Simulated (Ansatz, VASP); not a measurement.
## Rb: VASP beside Ansatz

File INCAR:

```
SYSTEM = Rb
PREC = Accurate ; ENCUT = 520
EDIFF = 1E-6 ; ISMEAR = 0
SIGMA = 0.1 ; LREAL = .FALSE.
LASPH = .TRUE. ; NELM = 100
ALGO = Normal ; ISIF = 2
LWAVE = .FALSE. ; LCHARG = .FALSE.
GGA = PE ; NBANDS = 10
```

Contents of KPOINTS:

```
Automatic mesh
0
G
  10 10 10
  0 0 0
```

Contents of POSCAR:

```
Rb
1.0
   -2.9044479990      2.9044479990      2.6975767181
    2.9044479990     -2.9044479990      2.6975767181
    2.9044479990      2.9044479990     -2.6975767181
Rb
1
Direct
    0.0000000000      0.0000000000      0.0000000000
```

Input for Ansatz:

```yaml
crystal:
  lattice:
    - [-2.904447999, 2.904447999, 2.6975767181]
    - [2.904447999, -2.904447999, 2.6975767181]
    - [2.904447999, 2.904447999, -2.6975767181]
  atoms:
    - { symbol: Rb, position: [0.0, 0.0, 0.0] }
basis:
  ecutwfc: 420
kpoints:
  mp_grid: { grid: [10, 10, 10] }
  band_path:
    path:
      - [[0.0, 0.0, 0.0], [0.0, 0.0, 0.5], [-0.5, 0.5, 0.5], [0.0, 0.0, 0.0], [0.46565543, 0.46565543, -0.46565543]]
      - [[-0.46565543, 0.53434457, 0.46565543], [-0.5, 0.5, 0.5]]
      - [[0.0, 0.0, 0.5], [0.25, 0.25, 0.25], [0.0, 0.5, 0.0], [0.0, 0.0, 0.0]]
    npoints: 14
hamiltonian:
  xc: pbe
scf:
  occupations: { method: gaussian, width: 0.1 }
output:
  forces: true
  stress: true
  eigenvalues: true
  populations: true
  dos: { projected: true, de: 0.02, nscf_kmesh: { grid: [15, 15, 15] } }
  bader: true
```

This isn't the form of Rb at room conditions, which is bcc.

Alike in both runs: task single point; functional PBE; k mesh 10 × 10 × 10; occupations gaussian, width 0.1 eV; no spin polarisation.

|  | VASP | Ansatz |
| --- | --- | --- |
| version | VASP 6.6.1 | Ansatz 0.2.0 |
| potentials or method | VASP PAW PBE potentials, release 64 (Rb_sv) | scalar-relativistic, plane waves, PAW |
| plane-wave cutoff (eV) | 520 | 420 |
| valence electrons in the cell | 9 | 9 |

```tsv
	VASP	Ansatz	Ansatz less VASP
gap on the k mesh at the Fermi level (eV)	none	none	-
pressure (GPa)	0.0	0.0	0.00
```

A gap of «none» marks a metal or a gap that the smearing closes.
